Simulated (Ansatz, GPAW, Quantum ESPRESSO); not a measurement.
# SrCl2: valence-band photoemission, part 3 of 8

Wanted: projected DOS of SrCl2, weighted into photoemission and X-ray emission spectra, at several levels of theory.

Ansatz 0.2.0, Quantum ESPRESSO 7.5 and GPAW 26.7.0; DFT, PBEsol, plane-wave PAW, default files, scalar-relativistic (the session's first sound run).

So far. Step 2 (The base run): At this level the gap is 5.14 eV on the path.

### Step 5. Quantum ESPRESSO: self-consistent run

This step: DFT, PBEsol, plane waves, ultrasoft GBRV pseudopotentials, scalar-relativistic (Quantum ESPRESSO 7.5).

The main run's cell is run in Quantum ESPRESSO, with other potentials, to see which digits hang on the program.

scf.in

```
&control
  calculation = 'scf'
  prefix = 'pes'
  outdir = './tmp'
  pseudo_dir = './pp'
  tprnfor = .true.
  tstress = .true.
/
&system
  ibrav = 0
  nat = 3
  ntyp = 2
  ecutwfc = 40.0
  ecutrho = 200.0
  occupations = 'smearing'
  nbnd = 22
  smearing = 'fd'
  degauss = 0.00147
/
&electrons
  conv_thr = 3e-09
  mixing_beta = 0.5
  electron_maxstep = 120
/
ATOMIC_SPECIES
Sr 87.6200 sr_pbesol_v1.uspp.F.UPF
Cl 35.4500 cl_pbesol_v1.4.uspp.F.UPF
CELL_PARAMETERS angstrom
 0.000000000 3.488350000 3.488350000
 3.488350000 0.000000000 3.488350000
 3.488350000 3.488350000 0.000000000
ATOMIC_POSITIONS crystal
Sr 0.000000000 0.000000000 0.000000000
Cl 0.750000000 0.750000000 0.750000000
Cl 0.250000000 0.250000000 0.250000000
K_POINTS automatic
6 6 6 0 0 0
```

The run is started by

```
$ OMP_NUM_THREADS=1 mpirun -n 4 pw.x -nk 4 -in scf.in > scf.out
```

Log:

```text
Program PWSCF v.7.5 starts

     This program is part of the open-source Quantum ESPRESSO suite
     for quantum simulation of materials; please cite
         "P. Giannozzi et al., J. Phys.:Condens. Matter 21 395502 (2009);
         "P. Giannozzi et al., J. Phys.:Condens. Matter 29 465901 (2017);
         "P. Giannozzi et al., J. Chem. Phys. 152 154105 (2020);
          URL
     in publications or presentations arising from this work. More details at

     Parallel version (MPI & OpenMP), running on       4 processor cores
     Number of MPI processes:                 4
     Threads/MPI process:                     1

     MPI processes distributed on     1 nodes
     155054 MiB available memory on the printing compute node when the environment starts

     Current dimensions of program PWSCF are:
     Max number of different atomic species (ntypx) = 10
     Max number of k-points (npk) =  40000
     Max angular momentum in pseudopotentials (lmaxx) =  4
     Message from routine setup:
     using ibrav=0 with symmetry is DISCOURAGED, use correct ibrav instead

     K-points division:     npool     =       4
     Subspace diagonalization in iterative solution of the eigenvalue problem:
     a serial algorithm will be used

     G-vector sticks info
     --------------------
     sticks:   dense  smooth     PW     G-vecs:    dense   smooth      PW
     Sum        1189     955    283                27317    19603    3143

     Using Slab Decomposition

     bravais-lattice index     =            0
     lattice parameter (alat)  =       9.3225  a.u.
     unit-cell volume          =     572.9105 (a.u.)^3
     number of atoms/cell      =            3
     number of atomic types    =            2
     number of electrons       =        24.00
     number of Kohn-Sham states=           22
     kinetic-energy cutoff     =      40.0000  Ry
     charge density cutoff     =     200.0000  Ry
     scf convergence threshold =      3.0E-09
     mixing beta               =       0.5000
     number of iterations used =            8  plain     mixing
     Exchange-correlation= SLA  PW   PSX  PSC
                           (   1   4  10   8   0   0   0)

     celldm(1)=   9.322533  celldm(2)=   0.000000  celldm(3)=   0.000000
     celldm(4)=   0.000000  celldm(5)=   0.000000  celldm(6)=   0.000000

     crystal axes: (cart. coord. in units of alat)
               a(1) = (   0.000000   0.707107   0.707107 )
               a(2) = (   0.707107   0.000000   0.707107 )
               a(3) = (   0.707107   0.707107   0.000000 )

     reciprocal axes: (cart. coord. in units 2 pi/alat)
               b(1) = ( -0.707107  0.707107  0.707107 )
               b(2) = (  0.707107 -0.707107  0.707107 )
               b(3) = (  0.707107  0.707107 -0.707107 )

     PseudoPot. # 1 for Sr read from file:
     ./pp/sr_pbesol_v1.uspp.F.UPF
     Pseudo is Ultrasoft + core correction, Zval = 10.0
     Generated by new atomic code, or converted to UPF format
     Using radial grid of  883 points,  6 beta functions with:
                l(1) =   0
                l(2) =   0
                l(3) =   1
                l(4) =   1
                l(5) =   2
                l(6) =   2
     Q(r) pseudized with  6 coefficients,  rinner =    1.400   1.400   1.400
                                                       1.400   1.400

     PseudoPot. # 2 for Cl read from file:
     ./pp/cl_pbesol_v1.4.uspp.F.UPF
     Pseudo is Ultrasoft + core correction, Zval =  7.0
     Generated by new atomic code, or converted to UPF format
     Using radial grid of  909 points,  6 beta functions with:
                l(1) =   0
                l(2) =   0
                l(3) =   1
                l(4) =   1
                l(5) =   2
                l(6) =   2
     Q(r) pseudized with  8 coefficients,  rinner =    1.300   1.300   1.300
                                                       1.300   1.300

     atomic species   valence    mass     pseudopotential
     Sr               10.00    87.62000     Sr( 1.00)
     Cl                7.00    35.45000     Cl( 1.00)

     48 Sym. Ops., with inversion, found

   Cartesian axes

     site n.     atom                  positions (alat units)
         1        Sr     tau(   1) = (   0.0000000   0.0000000   0.0000000  )
         2        Cl     tau(   2) = (   1.0606602   1.0606602   1.0606602  )
         3        Cl     tau(   3) = (   0.3535534   0.3535534   0.3535534  )

     number of k points=    16  Fermi-Dirac smearing, width (Ry)=  0.0015
                       cart. coord. in units 2pi/alat
        k(    1) = (   0.0000000   0.0000000   0.0000000), wk =   0.0092593
        k(    2) = (   0.1178511   0.1178511  -0.1178511), wk =   0.0740741
        k(    3) = (   0.2357023   0.2357023  -0.2357023), wk =   0.0740741
        k(    4) = (  -0.3535534  -0.3535534   0.3535534), wk =   0.0370370
        k(    5) = (   0.2357023   0.0000000  -0.0000000), wk =   0.0555556
        k(    6) = (   0.3535534   0.1178511  -0.1178511), wk =   0.2222222
        k(    7) = (  -0.2357023  -0.4714045   0.4714045), wk =   0.2222222
        k(    8) = (  -0.1178511  -0.3535534   0.3535534), wk =   0.2222222
        k(    9) = (   0.0000000  -0.2357023   0.2357023), wk =   0.1111111
        k(   10) = (   0.4714045   0.0000000  -0.0000000), wk =   0.0555556
        k(   11) = (  -0.1178511  -0.5892557   0.5892557), wk =   0.2222222
        k(   12) = (  -0.0000000  -0.4714045   0.4714045), wk =   0.1111111
        k(   13) = (  -0.7071068   0.0000000   0.0000000), wk =   0.0277778
        k(   14) = (  -0.2357023  -0.4714045   0.7071068), wk =   0.2222222
        k(   15) = (  -0.1178511  -0.3535534   0.5892557), wk =   0.2222222
        k(   16) = (  -0.7071068   0.2357023   0.0000000), wk =   0.1111111

     Dense  grid:    27317 G-vectors     FFT dimensions: (  45,  45,  45)

     Smooth grid:    19603 G-vectors     FFT dimensions: (  40,  40,  40)

     Estimated max dynamical RAM per process >      47.89 MB

     Estimated total dynamical RAM >     171.55 MB

     Check: negative core charge=   -0.000001

     Initial potential from superposition of free atoms

     starting charge      23.9692, renormalised to      24.0000

     negative rho (up, down):  9.295E-02 0.000E+00
     Starting wfcs are   21 randomized atomic wfcs +    1 random wfcs

     total cpu time spent up to now is        0.5 secs

     per-process dynamical memory:    43.5 Mb

     Self-consistent Calculation

     iteration #  1     ecut=    40.00 Ry     beta= 0.50
     Davidson diagonalization with overlap
     ethr =  1.00E-02,  avg # of iterations =  5.7

     Threshold (ethr) on eigenvalues was too large:
     Diagonalizing with lowered threshold

     Davidson diagonalization with overlap
     ethr =  5.03E-04,  avg # of iterations =  2.4

     negative rho (up, down):  9.401E-02 0.000E+00

     total cpu time spent up to now is        1.3 secs

     total energy              =    -136.99454101 Ry
     estimated scf accuracy    <       0.11908303 Ry

     iteration #  2     ecut=    40.00 Ry     beta= 0.50
     Davidson diagonalization with overlap
     ethr =  4.96E-04,  avg # of iterations =  2.0

     negative rho (up, down):  9.415E-02 0.000E+00

     total cpu time spent up to now is        1.7 secs

     total energy              =    -137.01908773 Ry
     estimated scf accuracy    <       0.00625524 Ry

     iteration #  3     ecut=    40.00 Ry     beta= 0.50
     Davidson diagonalization with overlap
     ethr =  2.61E-05,  avg # of iterations =  5.6

     negative rho (up, down):  9.451E-02 0.000E+00

     total cpu time spent up to now is        2.1 secs

     total energy              =    -137.01965171 Ry
     estimated scf accuracy    <       0.00146056 Ry

     iteration #  4     ecut=    40.00 Ry     beta= 0.50
     Davidson diagonalization with overlap
     ethr =  6.09E-06,  avg # of iterations =  3.4

     negative rho (up, down):  9.453E-02 0.000E+00

     total cpu time spent up to now is        2.6 secs

     total energy              =    -137.01976007 Ry
     estimated scf accuracy    <       0.00002654 Ry

     iteration #  5     ecut=    40.00 Ry     beta= 0.50
     Davidson diagonalization with overlap
     ethr =  1.11E-07,  avg # of iterations =  4.2

     negative rho (up, down):  9.447E-02 0.000E+00

     total cpu time spent up to now is        3.0 secs

     total energy              =    -137.01977439 Ry
     estimated scf accuracy    <       0.00000237 Ry

     iteration #  6     ecut=    40.00 Ry     beta= 0.50
     Davidson diagonalization with overlap
     ethr =  9.88E-09,  avg # of iterations =  2.6

     negative rho (up, down):  9.443E-02 0.000E+00

     total cpu time spent up to now is        3.4 secs

     total energy              =    -137.01977541 Ry
     estimated scf accuracy    <       0.00000030 Ry

     iteration #  7     ecut=    40.00 Ry     beta= 0.50
     Davidson diagonalization with overlap
     ethr =  1.26E-09,  avg # of iterations =  2.2

     negative rho (up, down):  9.444E-02 0.000E+00

     total cpu time spent up to now is        3.7 secs

     End of self-consistent calculation

          k = 0.0000 0.0000 0.0000 (  2445 PWs)   bands (ev):

   -29.6665 -11.6848 -11.6848 -11.6848 -10.2012  -9.3366   0.9289   0.9289
     0.9289   2.7468   2.7468   2.7468   8.2311   9.0703   9.0703  11.9010
    11.9010  11.9010  12.3808  12.3808  12.3808  16.5893

          k = 0.1179 0.1179-0.1179 (  2475 PWs)   bands (ev):

   -29.6657 -11.7799 -11.6885 -11.6885 -10.0428  -9.3938   1.0315   1.0315
     1.1167   2.4254   2.5943   2.5943   8.8341   9.2846   9.2846  10.9656
    11.7219  11.7219  12.7944  12.7944  12.8181  16.4957

          k = 0.2357 0.2357-0.2357 (  2448 PWs)   bands (ev):

   -29.6640 -11.9272 -11.6957 -11.6957  -9.8240  -9.4433   1.2903   1.2903
     1.4721   1.8934   2.2580   2.2580   9.6168   9.6168   9.7727  10.9525
    11.6065  11.6065  12.0700  13.7391  13.7391  15.9629

          k =-0.3536-0.3536 0.3536 (  2452 PWs)   bands (ev):

   -29.6632 -11.9872 -11.6993 -11.6993  -9.7954  -9.3959   1.4962   1.4962
     1.5572   1.7434   2.0231   2.0231   9.7117   9.7117  10.5230  10.7730
    11.6590  11.6590  11.6926  14.4787  14.4787  15.6015

          k = 0.2357 0.0000-0.0000 (  2473 PWs)   bands (ev):

   -29.6654 -11.8026 -11.6935 -11.6935  -9.9851  -9.4176   0.9750   0.9750
     1.3758   1.9607   2.7593   2.7593   8.8796   9.3304   9.3377  11.2902
    11.2902  11.6637  12.0090  13.4379  13.4379  15.7890

          k = 0.3536 0.1179-0.1179 (  2451 PWs)   bands (ev):

   -29.6640 -11.9091 -11.7175 -11.7015  -9.7646  -9.4907   1.1006   1.1071
     1.3780   1.8705   2.5813   2.6080   9.2276   9.6887   9.7421  11.0608
    11.1923  11.5370  12.3911  13.5470  14.2327  15.0861

          k =-0.2357-0.4714 0.4714 (  2450 PWs)   bands (ev):

   -29.6629 -11.9617 -11.7595 -11.7044  -9.7004  -9.4432   1.0430   1.2358
     1.3675   2.2373   2.2566   2.3791   9.3363   9.8871  10.3672  10.8557
    11.3985  11.7548  12.1326  14.0104  14.7801  15.1173

          k =-0.1179-0.3536 0.3536 (  2445 PWs)   bands (ev):

   -29.6632 -11.9371 -11.7670 -11.6994  -9.7040  -9.4663   0.9704   1.4061
     1.6122   1.8890   1.9716   2.6590   9.3381   9.8257  10.1875  10.9817
    11.5192  11.5978  12.2795  14.0143  14.2048  15.2676

          k = 0.0000-0.2357 0.2357 (  2445 PWs)   bands (ev):

[...]
11.1515  11.9489  12.9043  12.9048  13.4373  15.6175

          k = 0.4714 0.0000-0.0000 (  2453 PWs)   bands (ev):

[...]
11.0173  11.0173  12.5282  14.0729  14.9022  14.9022

          k =-0.1179-0.5893 0.5893 (  2450 PWs)   bands (ev):

[...]
11.0969  11.8947  12.7336  13.6869  14.0113  15.5076

          k =-0.0000-0.4714 0.4714 (  2440 PWs)   bands (ev):

[...]
11.2601  11.9567  13.1466  13.2660  14.4839  15.4441

          k =-0.7071 0.0000 0.0000 (  2450 PWs)   bands (ev):

   -29.6621 -12.0525 -11.7196 -11.7196  -9.6439  -9.4112   0.2799   1.1825
     1.1825   2.6819   2.6819   3.0870   8.4536  10.0264  10.6372  11.0344
    11.0344  11.5433  12.8550  13.0659  14.4826  15.1264

          k =-0.2357-0.4714 0.7071 (  2433 PWs)   bands (ev):

   -29.6629 -11.9440 -11.7818 -11.7078  -9.5929  -9.5399   0.9001   0.9648
     1.4445   2.2068   2.3951   2.7835   9.1161   9.8652  10.2605  10.7446
    11.2572  11.6716  12.7573  14.1648  14.2055  14.5735

          k =-0.1179-0.3536 0.5893 (  2442 PWs)   bands (ev):

   -29.6623 -11.9219 -11.8515 -11.7127  -9.5827  -9.4863   0.7360   0.9063
     1.7594   1.8876   2.6740   2.7634   9.2166   9.9666  10.3178  10.4775
    11.2365  12.0688  12.8615  14.0624  14.4639  14.7936

          k =-0.7071 0.2357 0.0000 (  2450 PWs)   bands (ev):

   -29.6621 -11.9768 -11.8113 -11.7198  -9.5773  -9.4619   0.4578   0.9553
     1.5051   2.2446   2.7422   3.0159   8.9272  10.0913  10.2593  10.4131
    11.1276  12.4807  12.9152  13.7747  13.8333  14.8740

     the Fermi energy is     5.1254 ev

!    total energy              =    -137.01977550 Ry
     estimated scf accuracy    <          2.0E-09 Ry
     smearing contrib. (-TS)   =       0.00000000 Ry
     internal energy E=F+TS    =    -137.01977550 Ry

     The total energy is F=E-TS. E is the sum of the following terms:
     one-electron contribution =     -29.26080987 Ry
     hartree contribution      =      23.18624798 Ry
     xc contribution           =     -36.95752595 Ry
     ewald contribution        =     -93.98768765 Ry

     convergence has been achieved in   7 iterations

     negative rho (up, down):  9.444E-02 0.000E+00

     Forces acting on atoms (cartesian axes, Ry/au):

     atom    1 type  1   force =    -0.00000000    0.00000000    0.00000000
     atom    2 type  2   force =     0.00000000   -0.00000000   -0.00000000
     atom    3 type  2   force =    -0.00000000    0.00000000    0.00000000

     Total force =     0.000000     Total SCF correction =     0.000000

     Computing stress (Cartesian axis) and pressure

     negative rho (up, down):  9.444E-02 0.000E+00
          total   stress  (Ry/bohr**3)                   (kbar)     P=      -10.85
  -0.00007378   0.00000000   0.00000000          -10.85        0.00        0.00
   0.00000000  -0.00007378   0.00000000            0.00      -10.85        0.00
   0.00000000   0.00000000  -0.00007378            0.00        0.00      -10.85

     XML data file, charge density, pseudopotentials, collected wavefunctions

     Called by init_run:

     Called by electrons:

     Called by c_bands:

     Called by *egterg:

     Called by h_psi:
                                        0.00s GPU  (     141 calls)

     General routines

     Parallel routines

=------------------------------------------------------------------------------=
   JOB DONE.
=------------------------------------------------------------------------------=
```

Elapsed: 4.7 s, on 4 MPI ranks of Arm Neoverse V2, shared host; 19 s of CPU time.

This step gave:

```
free energy       : -1864.2490 eV
Fermi energy      : 5.125 eV
pressure          : -1.085 GPa
gap on the k-mesh : 5.144 eV
```

At this level the gap is 5.14 eV on the k-mesh of the self-consistent run, which can miss the band edges.

(Part 3 of 8 ends here.)

[Logs are printed without paths, hosts, clocks, repeated set-up lines and the standing remarks that a program may print on its own settings, such as how far it seeks lower states.]

[Hosts, paths, dates, database ids (printed as entryN), source tags and the programs' standing remarks are cut or masked in the printed files.]

[Maps of the electrostatic potential energy from Ansatz leave out the sawtooth potential of an applied field or a dipole correction, so their vacuum need not be flat; work functions include it.]

[Peak lists hold at most the 14 tallest peaks of each spectrum; further lines can be left out.]
